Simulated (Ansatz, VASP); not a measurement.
**One calculation of HfO2, two programs**

```
CELL_PARAMETERS angstrom
0.00000 2.45473 2.52207
2.45473 0.00000 2.52207
2.45473 2.45473 0.00000
ATOMIC_POSITIONS crystal
Hf 0.00000 0.00000 0.00000
O 0.25000 0.25000 0.25000
O 0.75000 0.75000 0.75000
```

Change from the starting cell: normal strain along x -0.0267, normal strain along y -0.0267.

Alike in both runs: task single point; functional PBEsol; k mesh 8 × 8 × 8; occupations gaussian, width 0.05 eV; no spin polarisation.

|  | VASP | Ansatz |
| --- | --- | --- |
| version | VASP 6.6.1 | Ansatz 0.2.0 |
| potentials or method | VASP PAW PBE potentials, release 64 (Hf_pv, O) | scalar-relativistic, plane waves, PAW |
| plane-wave cutoff (eV) | 520 | 520 |
| valence electrons in the cell | 22 | 38 |

VASP gave:

| Quantity | Value |
| --- | --- |
| gap on the k mesh at the Fermi level (eV) | 3.61 |
| least direct gap on the mesh (eV) | 3.70 |
| pressure (GPa) | 11.8 |
| largest component of the traceless stress (GPa) | 9.24 |

**Question.** Which values does Ansatz return?

**Answer.** gap on the k mesh at the Fermi level (eV): 3.59; least direct gap on the mesh (eV): 3.67; pressure (GPa): 16.1; largest component of the traceless stress (GPa): 9.06.

One of these differences is far larger than is usual between the two programs; its cause wasn't traced. The two sets of potentials don't hold the same shells in valence. Ansatz warned: «pseudo_functional_mismatch».

Caveats: the PAW data sets were made with another functional, which shifts forces and pressure a little (VASP); spin-orbit coupling is left out, which moves the levels of the heavy elements. A k mesh can miss the band edges.
